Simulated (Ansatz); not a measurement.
The system is SnTe.

```xyz
2
Lattice="3.9047 0.0000 0.0000 0.0000 3.9047 0.0000 0.0000 0.0000 3.9047" Properties=species:S:1:pos:R:3 pbc="T T T"
Te    1.9524    1.9524    1.9524
Sn    0.0000    0.0000    0.0000
```

Measurements of this composition are mostly on another form, of space group No. 225.

* Program: Ansatz 0.2.0
* Task: relaxation of cell and atoms
* Functional: LDA
* Potentials or basis: Ansatz PAW
* Cutoff: 420 eV (not typed: the program's choice for these potentials)
* k mesh: 7 × 7 × 7
* Occupations: fermi-dirac, width 0.05 eV
* Spin: no spin polarisation

At the start: volume 29.77 Å³/atom.

**Question.** How do energy, volume and symmetry change on relaxing?

**Answer.** It ends after 4 steps and the volume is 26.53 Å³/atom (-10.9 %); space group Pm-3m (No. 221, to 0.05 Å).

Step by step:
```csv
step,energy change (eV),largest force (eV/Å),volume (Å³)
1,0.0000,0.0000,59.53
2,-0.1129,0.0000,52.98
3,-0.1129,0.0000,53.06
4,-0.1116,0.0000,53.06
```

Final structure:
```
Te Sn
1.0
     3.75767    0.00000    0.00000
     0.00000    3.75767    0.00000
     0.00000    0.00000    3.75767
Te Sn
1 1
Cartesian
  1.8788 1.8788 1.8788
  0.0000 0.0000 0.0000
```

Caveat: the plane-wave basis is chosen anew once the cell has moved, so the energies of steps on either side of that aren't comparable; the PAW data sets come from PBE, with cores solved anew for the run's functional, which leaves a small shift of forces and pressure.
